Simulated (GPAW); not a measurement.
# PbO2 (Fm-3m) in GPAW: settings compared

One crystal, PbO2, is run at these levels: rSCAN, PBEsol, BLYP+D3(BJ); tasks: equation of state, band structure.

All numbers are computed with GPAW 26.7.0; they aren't measurements. Logs are shortened: lines on timing, memory, paths and dates and some standing lists are left out, and cuts for length are marked. The log counts tension as positive stress, the text compression.

**1. Starting point**

It takes space group Fm-3m (No. 225, cubic). The conventional cell has a = 5.404 Å, b = 5.404 Å, c = 5.404 Å, α = 90.00°, β = 90.00°, γ = 90.00°. Pb (site symmetry m-3m) has 8 O at 2.34 Å as nearest neighbours. O (site symmetry -43m) is surrounded by 4 Pb at 2.34 Å.

The cell comes from a database or a generator and needn't be the stable form of this composition.

**2. Equation of state, rSCAN, collinear spin, ferromagnetic start**

File run.py:

```python
from ase.eos import EquationOfState
from ase.io import Trajectory, read
from ase.units import GPa
from gpaw import GPAW, PW, setup_paths

setup_paths.insert(0, '.')

atoms = read('PbO2.xyz')
atoms.set_initial_magnetic_moments([0.5, 0.0, 0.0])

traj = Trajectory('eos.traj', 'w')
volumes, energies = [], []
for x in [0.94, 0.96, 0.98, 1.0, 1.02, 1.04, 1.06]:
    a = atoms.copy()
    a.set_cell(atoms.cell * x**(1 / 3), scale_atoms=True)
    calc = GPAW(mode=PW(800),
                xc='MGGA_X_RSCAN+MGGA_C_RSCAN',
                kpts={'size': (5, 5, 5), 'gamma': True},
                occupations={'name': 'fermi-dirac', 'width': 0.05},
                setups={'O': 'jth', 'Pb': 'jth'},
                nbands=-11,
                convergence={'density': 1e-05, 'energy': 1e-05},
                maxiter=150,
                txt=f'eos-{x:.2f}.txt')
    a.calc = calc
    energies.append(a.get_potential_energy(force_consistent=True))
    volumes.append(a.get_volume())
    p = -a.get_stress()[:3].mean() / GPa
    calc.write(f'eos-{x:.2f}.gpw')
    traj.write(a)
    print(f'{x:.2f} {volumes[-1]:10.4f} A^3 {energies[-1]:14.6f} eV {p:9.3f} GPa', flush=True)

v0, e0, B = EquationOfState(volumes, energies, eos='birchmurnaghan').fit()
print(f'V0 = {v0:.4f} A^3, E0 = {e0:.6f} eV, B0 = {B / GPa:.2f} GPa')
```

File PbO2.xyz:

```xyz
3
Lattice="0.0000000000 2.7019920000 2.7019920000 2.7019920000 0.0000000000 2.7019920000 2.7019920000 2.7019920000 0.0000000000" Properties=species:S:1:pos:R:3 pbc="T T T"
Pb     0.0000000000      0.0000000000      0.0000000000
O      4.0529880000      4.0529880000      4.0529880000
O      1.3509960000      1.3509960000      1.3509960000
```

Potentials or basis: JTH PAW 2.0, PBE, pw.

Command:

```
OMP_NUM_THREADS=1 python run.py
```

Output:

```text
__  _  _
 | _ |_)|_||  |
 |__||  | ||/\| - 26.7.0

Input parameters:
  mode=PW(ecut=800.0),
  convergence={'density': 1e-05, 'energy': 1e-05},
  kpts=MonkhorstPack(size=(5, 5, 5), gamma=True),
  maxiter=150,
  nbands=-11,
  occupations=Occupations(name='fermi-dirac', width=0.05),
  setups={'O': 'jth', 'Pb': 'jth'},
  xc=XC(name='MGGA_X_RSCAN+MGGA_C_RSCAN')

Diagonalizing LCAO Hamiltonian
Converting LCAO to pw mode

                    O

           O

       Pb

Atoms  # Å, Bohr magnetons
|   | symbol |        x |        y |        z |    initial magnetic moments |
|---|--------|----------|----------|----------|-----------------------------|
| 0 |     Pb | 0.000000 | 0.000000 | 0.000000 | ( 0.0000,  0.0000,  0.5000) |
| 1 |      O | 3.970251 | 3.970251 | 3.970251 | ( 0.0000,  0.0000,  0.0000) |
| 2 |      O | 1.323417 | 1.323417 | 1.323417 | ( 0.0000,  0.0000,  0.0000) |

Unit cell  # Å
| periodic |        x |        y |        z |  lengths |    angles |
|----------|----------|----------|----------|----------|-----------|
|      yes | 0.000000 | 2.646834 | 2.646834 | 3.743188 | 60.000000 |
|      yes | 2.646834 | 0.000000 | 2.646834 | 3.743188 | 60.000000 |
|      yes | 2.646834 | 2.646834 | 0.000000 | 3.743188 | 60.000000 |

Number of symmetries: 48
Symmetry operations  # r_c * U_cc + t_c -> r_c
|    | kind |            matrix            |
|----|------|------------------------------|
|  0 |  σ   |  1, 0, 0,  1, 0,-1,  1,-1, 0 |
|  1 |  C2  |  1, 0, 0,  1,-1, 0,  1, 0,-1 |
|  2 |  E   |  1, 0, 0,  0, 1, 0,  0, 0, 1 |
|  3 |  σ   |  1, 0, 0,  0, 0, 1,  0, 1, 0 |
|  4 |  C4  |  1, 0,-1,  1, 0, 0,  1,-1, 0 |
|  5 |  S6  |  1, 0,-1,  1,-1, 0,  1, 0, 0 |
|  6 |  σ   |  1, 0,-1,  0, 1,-1,  0, 0,-1 |
|  7 |  C3  |  1, 0,-1,  0, 0,-1,  0, 1,-1 |
|  8 |  S6  |  1,-1, 0,  1, 0, 0,  1, 0,-1 |
|  9 |  C4  |  1,-1, 0,  1, 0,-1,  1, 0, 0 |
| 10 |  C3  |  1,-1, 0,  0,-1, 1,  0,-1, 0 |
| 11 |  σ   |  1,-1, 0,  0,-1, 0,  0,-1, 1 |
| 12 |  σ   |  0, 1, 0,  1, 0, 0,  0, 0, 1 |
| 13 |  C4  |  0, 1, 0,  0, 1,-1, -1, 1, 0 |
| 14 |  C3  |  0, 1, 0,  0, 0, 1,  1, 0, 0 |
| 15 |  S6  |  0, 1, 0, -1, 1, 0,  0, 1,-1 |
| 16 |  C2  |  0, 1,-1,  1, 0,-1,  0, 0,-1 |
| 17 |  σ   |  0, 1,-1,  0, 1, 0, -1, 1, 0 |
| 18 |  S4  |  0, 1,-1,  0, 0,-1,  1, 0,-1 |
| 19 |  C4  |  0, 1,-1, -1, 1, 0,  0, 1, 0 |
| 20 |  C3  |  0, 0, 1,  1, 0, 0,  0, 1, 0 |
| 21 |  σ   |  0, 0, 1,  0, 1, 0,  1, 0, 0 |
| 22 |  S6  |  0, 0, 1,  0,-1, 1, -1, 0, 1 |
| 23 |  C4  |  0, 0, 1, -1, 0, 1,  0,-1, 1 |
| 24 |  S4  |  0, 0,-1,  1, 0,-1,  0, 1,-1 |
| 25 |  C3  |  0, 0,-1,  0, 1,-1,  1, 0,-1 |
| 26 |  C2  |  0, 0,-1,  0,-1, 0, -1, 0, 0 |
| 27 |  S6  |  0, 0,-1, -1, 0, 0,  0,-1, 0 |
| 28 |  S4  |  0,-1, 1,  1,-1, 0,  0,-1, 0 |
| 29 |  C4  |  0,-1, 1,  0, 0, 1, -1, 0, 1 |
| 30 |  C2  |  0,-1, 1,  0,-1, 0,  1,-1, 0 |
| 31 |  σ   |  0,-1, 1, -1, 0, 1,  0, 0, 1 |
| 32 |  C3  |  0,-1, 0,  1,-1, 0,  0,-1, 1 |
| 33 |  S6  |  0,-1, 0,  0, 0,-1, -1, 0, 0 |
| 34 |  S4  |  0,-1, 0,  0,-1, 1,  1,-1, 0 |
| 35 |  C2  |  0,-1, 0, -1, 0, 0,  0, 0,-1 |
| 36 |  C2  | -1, 1, 0,  0, 1, 0,  0, 1,-1 |
| 37 |  S6  | -1, 1, 0,  0, 1,-1,  0, 1, 0 |
| 38 |  S4  | -1, 1, 0, -1, 0, 1, -1, 0, 0 |
| 39 |  C3  | -1, 1, 0, -1, 0, 0, -1, 0, 1 |
| 40 |  S6  | -1, 0, 1,  0, 0, 1,  0,-1, 1 |
| 41 |  C2  | -1, 0, 1,  0,-1, 1,  0, 0, 1 |
| 42 |  C3  | -1, 0, 1, -1, 1, 0, -1, 0, 0 |
| 43 |  S4  | -1, 0, 1, -1, 0, 0, -1, 1, 0 |
| 44 |  C2  | -1, 0, 0,  0, 0,-1,  0,-1, 0 |
| 45 |  i   | -1, 0, 0,  0,-1, 0,  0, 0,-1 |
| 46 |  σ   | -1, 0, 0, -1, 1, 0, -1, 0, 1 |
| 47 |  C2  | -1, 0, 0, -1, 0, 1, -1, 1, 0 |

BZ-sampling:
  Number of BZ points: 125
  Number of IBZ points: 10

  Monkhorst-Pack size: [5, 5, 5]
  Monkhorst-Pack shift: [0, 0, 0]

K-points  # in reciprocal-cell coordinates
|   |                                coordinates |     weight |
|---|--------------------------------------------|------------|
| 0 | (  0.00000000,   0.00000000,   0.00000000) | 0.00800000 |
| 1 | (  0.20000000,   0.20000000,   0.00000000) | 0.04800000 |
| 2 | (  0.20000000,   0.20000000,   0.20000000) | 0.06400000 |
| 3 | (  0.40000000,   0.20000000,  -0.20000000) | 0.19200000 |
| 4 | (  0.40000000,   0.20000000,   0.20000000) | 0.09600000 |
| 5 | (  0.40000000,   0.40000000,  -0.40000000) | 0.19200000 |
| 6 | (  0.40000000,   0.40000000,  -0.20000000) | 0.09600000 |
| 7 | (  0.40000000,   0.40000000,   0.00000000) | 0.04800000 |
| 8 | (  0.40000000,   0.40000000,   0.20000000) | 0.19200000 |
| 9 | (  0.40000000,   0.40000000,   0.40000000) | 0.06400000 |

Plane wave coefficients: 1924
Cutoff: 800.0 eV

Spin-components: 2 (collinear spins)
Bands:           24
Projectors:      14
Spin-degeneracy: 1
Datatype:        complex128

Density:
  Valence electrons: 26.0
  Components: 2
  Grid points: [25 25 25]
  Charge: 0.0  # |e|

Potential:
  Grid points: [25 25 25]

species:
  Pb:
    name:    Lead
    Z:       82.0
    valence: 14
    core:    68
    charge:  0.0  # [|e|]
    compensation charges:
      type: bessel
      rc: 1.06  # [Å]
      lmax: 2
    cutoffs:
      filter: 1.27  # [Å]
      core: 2.46  # [Å]
    projectors
    | kind |    occ | energy [eV] | rcut [Å] |
    |------|--------|-------------|----------|
    |   6s |  2.000 |     -12.040 |    1.063 |
    |    s |        |      40.817 |    1.006 |
    |   6p |  2.000 |      -3.498 |    1.171 |
    |    p |        |      61.226 |    1.171 |
    |   5d | 10.000 |     -21.177 |    1.271 |
    |    d |        |      25.851 |    1.271 |

    Using partial waves for Pb as LCAO basis

  O:
    name:    Oxygen
    Z:       8.0
    valence: 6
    core:    2
    charge:  0.0  # [|e|]
    compensation charges:
      type: sinc
      rc: 0.64  # [Å]
      lmax: 2
    cutoffs:
      filter: 0.75  # [Å]
      core: 0.85  # [Å]
    projectors
    | kind |    occ | energy [eV] | rcut [Å] |
    |------|--------|-------------|----------|
    |   2s |  2.000 |     -23.962 |    0.749 |
    |    s |        |      27.211 |    0.749 |
    |   2p |  4.000 |      -9.031 |    0.749 |
    |    p |        |      27.211 |    0.749 |

    Using partial waves for O as LCAO basis

Reference energy: -572307.466007  # eV

eigensolver:
  PPCG
  Converge bands: occupied
  niter=2

density mixing:
  MSR1-Mixer
  Pratt-step length: 0.05
  Maximum mixing coefficient: 0.75
  Old densities: 10
  SVD Regularization: 0.005
  Good broyden scale: 1.0
  Trust region scale: 1.0
  Backstep threshold: 4.0
  History deletion threshold: 6.0
  Fourier metric: weight=20.0, sigma=0.015

occupation numbers:
  Fermi-Dirac:
    width: 0.0500  # eV

poisson solver:
  ecut: 6400.0  # eV

xc functional:
  name: MGGA_X_RSCAN+MGGA_C_RSCAN with 2 nearest neighbor stencil

convergence criteria:
- Maximum integral of absolute [dens]ity change: 1e-05 electrons / valence electron
- Maximum [total energy] change in last 3 cyles: 1e-05 eV / valence electron
- Maximum integral of absolute [eigenst]ate change: 4e-08 eV^2 / valence electron
maximum number of iterations: 150

SCF iterations
|iter     | |      energy | eigst |  dens |  magmom |
|---------|-|-------------|-------|-------|---------|
|iter:   1| |  -93.998995 | -0.16 |       |  +0.4864|
|iter:   2| |  -81.073822 | -1.12 | -0.84 |  +0.4624|
|iter:   3| |  -79.439452 | -0.30 | -0.89 |  +0.2550|
|iter:   4| |  -79.458379 | -1.75 | -1.36 |  +0.1276|
|iter:   5| |  -79.476920 | -2.25 | -1.67 |  +0.0130|
|iter:   6| |  -79.477859 | -3.79 | -2.40 |  -0.0012|
|iter:   7| |  -79.478017 | -5.08 | -2.83 |  -0.0035|
|iter:   8| |  -79.478049c| -5.33 | -3.26 |  -0.0016|
|iter:   9| |  -79.478051c| -6.79 | -3.88 |  -0.0006|
|iter:  10| |  -79.478052c| -7.13 | -4.27 |  +0.0000|
|iter:  11| |  -79.478052c| -8.23c| -5.27c|  -0.0000|

Converged in 11 steps
Energy contributions relative to reference atoms: (reference = -572307.466007)

Energy contributions:
  Kinetic:          51.079480
  Coulomb:         -43.672945
  Zero:             -0.159171
  External:          0.000000
  Xc:              -86.723568
  Entropy:          -0.003695
  Spinorbit:         0.000000
  ----------------------------
  Free energy:     -79.479899
  Extrapolated:    -79.478052

dipole moment: (-19.351104, -19.351104, -19.351104)  # |e|*Ang

Total magnetic moment: (0.000000, 0.000000, -0.000006)

Local magnetic moments
|        x |        y |         z |
|----------|----------|-----------|
| 0.000000 | 0.000000 |  0.000003 |  # Pb   0
| 0.000000 | 0.000000 | -0.000014 |  # O    1
| 0.000000 | 0.000000 | -0.000014 |  # O    2

Fermi level: 5.888
Eigenvalues  # (at kpt = [0.000, 0.000, 0.000])
| band index |      eig [eV] | occ [0-1] |      eig [eV] | occ [0-1] |
|------------|---------------|-----------|---------------|-----------|
|          0 |       -14.038 |     1.000 |       -14.038 |     1.000 |
|        ... |               |           |               |           |
|          6 |       -10.121 |     1.000 |       -10.121 |     1.000 |
|          7 |         3.785 |     1.000 |         3.785 |     1.000 |
|          8 |         3.785 |     1.000 |         3.785 |     1.000 |
|          9 |         3.785 |     1.000 |         3.785 |     1.000 |
|         10 |         3.938 |     1.000 |         3.938 |     1.000 |
|         11 |         4.531 |     1.000 |         4.531 |     1.000 |
[... 8 lines left out ...]
|         20 |        27.799 |     0.000 |        27.799 |     0.000 |
|         21 |        27.799 |     0.000 |        27.799 |     0.000 |
|        ... |               |           |               |           |
|         23 |        29.969 |     0.000 |        29.969 |     0.000 |

No gap
No difference between direct/indirect transitions

Stress tensor  # eV/Ang^3
|         x |         y |         z |
|-----------|-----------|-----------|
| -0.011625 |  0.000000 | -0.000000 |
|  0.000000 | -0.011625 |  0.000000 |
| -0.000000 |  0.000000 | -0.011625 |

# Writing to eos-0.94.gpw (mode='')
```

It took 9.3 min on 1 thread of Arm Neoverse V1, shared host; peak memory 1.6 GiB.

What came out:

```yaml
Equilibrium_volume: "12.54 Å³/atom (rough: see the caveat)"
Bulk_modulus: 163 GPa (rough)
```

Energy against volume, from the lowest point:
| volume (Å³/atom) | energy (meV/atom) |
| --- | --- |
| 12.362 | 1.02 |
| 12.625 | 0.00 |
| 12.888 | 4.23 |
| 13.151 | 13.39 |
| 13.414 | 26.62 |
| 13.677 | 43.62 |
| 13.940 | 63.83 |

Caveat: the k mesh is coarse (spacing up to 0.40 Å⁻¹), so the values aren't converged; the program truncates these outside data sets; the points scatter about the fit; the PAW data sets were made with another functional, which shifts forces and pressure a little. The run has no spin-orbit coupling, so splittings on Pb are missing.

**3. Band structure, PBEsol, collinear spin, ferromagnetic start (cell strained at random at fixed volume)**

File run.py:

```python
from ase.dft.bandgap import bandgap
from ase.io import read, write
from ase.units import Bohr, GPa
from gpaw import GPAW, PW, setup_paths
from gpaw.elf import elf_from_dft_calculation

setup_paths.insert(0, '.')

atoms = read('POSCAR')
atoms.set_initial_magnetic_moments([0.5, 0.0, 0.0])

calc = GPAW(mode=PW(800),
            xc='PBEsol',
            kpts={'size': (5, 5, 4), 'gamma': True},
            occupations={'name': 'fermi-dirac', 'width': 0.05},
            nbands=24,
            convergence={'density': 1e-05, 'energy': 1e-05},
            maxiter=150,
            txt='gpaw.txt')
atoms.calc = calc
energy = atoms.get_potential_energy()
forces = atoms.get_forces()
stress = atoms.get_stress()
calc.write('gs.gpw')
write('result.traj', atoms)
print(f'Energy: {energy:.6f} eV')
print('Forces (eV/A):')
print(forces.round(4))
print('Stress (GPa):', (stress / GPa).round(3))
print('Moments:', calc.get_magnetic_moments().round(3))
print('Fermi level:', round(calc.get_fermi_level(), 4), 'eV')
print(f'Gap: {bandgap(calc)[0]:.4f} eV, direct: {bandgap(calc, direct=True)[0]:.4f} eV')

# fields on the real-space grid
write('density.cube', atoms, data=calc.get_pseudo_density() * Bohr**3)
write('potential.cube', atoms, data=calc.get_electrostatic_potential())
write('spin.cube', atoms, data=(calc.get_pseudo_density(spin=0) - calc.get_pseudo_density(spin=1)) * Bohr**3)
write('elf.cube', atoms, data=elf_from_dft_calculation(calc).data)

path = atoms.cell.bandpath('XGY,LGZ,NGM,RG', npoints=100, eps=1e-4)
bs_calc = calc.fixed_density(kpts=path, symmetry='off', nbands=35,
                             convergence={'bands': 'CBM+6.0', 'eigenstates': 1e-6}, txt='bands.txt')
bs = bs_calc.band_structure()
bs.write('bs.json')
print(f'Gap on the path: {bandgap(bs_calc)[0]:.4f} eV')
```

File POSCAR:

```
PbO2
1.0
   -0.0178770000      2.6625800000      2.7539210000
    2.6301690000      0.0227040000      2.7133400000
    2.7073450000      2.6991750000     -0.0544730000
Pb O
1 2
Direct
    0.0000000000      0.0000000000      0.0000000000
    0.7500000000      0.7500000000      0.7500000000
    0.2500000000      0.2500000000      0.2500000000
```

Potentials or basis: PAW data sets generated in the run's folder for this functional, pw.

Command:

```
gpaw-setup -f PBEsol O Pb
OMP_NUM_THREADS=1 python run.py
```

Wall time 3.6 min (1 thread of Arm Neoverse V1, shared host); peak memory 0.57 GiB.

Results (log left out):

```yaml
Free_energy: -17.5194 eV
Pressure: -7.2 GPa
Largest_force: 0.041 eV/Å
Band_gap_along_the_path: none (metal or under the smearing width)
Net_moment: 0.00 μB per cell
```

Forces on the atoms (eV/Å):
```
Pb   0.000  0.000  0.000
O   -0.002 -0.041  0.001
O    0.002  0.041 -0.001
```

Stress tensor (GPa, compression positive):
```
 -4.75   0.07  -0.10
  0.07  -4.02  -0.07
 -0.10  -0.07 -12.84
```

Levels at the corners of the path, in eV from the Fermi level:
Spin up:
| point | band 10 | band 11 | band 12 | band 13 | band 14 | band 15 |
| --- | --- | --- | --- | --- | --- | --- |
| X | -3.02 | -2.73 | -1.52 | -1.47 | 2.50 | 6.86 |
| Γ | -2.06 | -1.92 | -1.62 | -1.21 | -1.05 | 6.33 |
| Y | -2.91 | -2.74 | -1.50 | -1.43 | 2.45 | 6.73 |
| L | -4.58 | -0.38 | -0.21 | -0.11 | 1.45 | 5.86 |
| Γ | -2.06 | -1.92 | -1.62 | -1.21 | -1.05 | 6.33 |
| Z | -2.90 | -2.85 | -1.56 | -1.45 | 2.55 | 6.93 |
| N | -4.61 | -0.39 | -0.24 | -0.09 | 1.49 | 5.85 |
| Γ | -2.06 | -1.92 | -1.62 | -1.21 | -1.05 | 6.33 |
| M | -4.48 | -0.50 | -0.18 | -0.12 | 1.84 | 6.13 |
| R | -3.02 | -2.83 | -1.56 | -1.49 | 2.58 | 7.00 |
| Γ | -2.06 | -1.92 | -1.62 | -1.21 | -1.05 | 6.33 |
Spin down:
```csv
point,band 11,band 12,band 13,band 14,band 15
X,-2.73,-1.52,-1.47,2.50,6.86
Γ,-1.92,-1.62,-1.21,-1.06,6.33
Y,-2.74,-1.50,-1.43,2.45,6.73
L,-0.38,-0.21,-0.11,1.45,5.86
Γ,-1.92,-1.62,-1.21,-1.06,6.33
Z,-2.85,-1.56,-1.45,2.55,6.93
N,-0.39,-0.24,-0.09,1.49,5.85
Γ,-1.92,-1.62,-1.21,-1.06,6.33
M,-0.50,-0.18,-0.12,1.84,6.13
R,-2.83,-1.56,-1.49,2.58,7.00
Γ,-1.92,-1.62,-1.21,-1.06,6.33
```

Caveat: the k mesh is coarse (spacing up to 0.49 Å⁻¹), so the values aren't converged; spin-orbit coupling is left out, which moves the levels of the heavy elements.

[end of part 1 of 2]
